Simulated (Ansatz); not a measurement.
## Random displacements in WSe2

The calculation used Ansatz, DFT PBEsol, scalar-relativistic, plane waves, PAW. Settings: plane waves to 420 eV, k-mesh 12×12×2 (Γ-centred), Gaussian smearing 0.05 eV. Spin–orbit coupling is left out, which matters for the heavy elements here. No spin polarisation. Energies are free energies at this smearing, counted from the undisturbed cell; pressure is positive in compression.

The starting cell (as given, not relaxed at this level; this form isn't the usual structure):

```xyz
3
Lattice="3.3179 0.0000 0.0000 -1.6590 2.8734 0.0000 0.0000 0.0000 16.6581" Properties=species:S:1:pos:R:3 pbc="T T T"
W    -1.6590    2.8734    0.0000
Se    0.0000    1.9156    1.6623
Se    0.0000    1.9156   14.9959
```

The cell holds layers and no dispersion correction was added, so their binding is poorly described.

The atoms are displaced (Å, in the unstrained cell):

```csv
atom,ux,uy,uz
W1,0.009,0.015,0.002
Se2,0.008,0.018,-0.019
Se3,-0.017,-0.033,0.017
```

The cell is not strained.

(1) What are the energy change, the stress and the forces?

## Answers

(1) ΔE = 4.9 meV/atom; stress (xx, yy, zz, yz, xz, xy; compression positive) (-1.18, -0.84, 0.67, -0.76, -0.32, -0.11) GPa; gap on the mesh 1.48 eV.
| atom | Fx (eV/Å) | Fy | Fz |
| --- | --- | --- | --- |
| W1 | -0.25 | -0.44 | -0.06 |
| Se2 | 0.03 | -0.01 | 0.23 |
| Se3 | 0.22 | 0.45 | -0.17 |

Cost: 1 run of about 0.66 core-minutes, on Arm Neoverse V2 (shared hosts).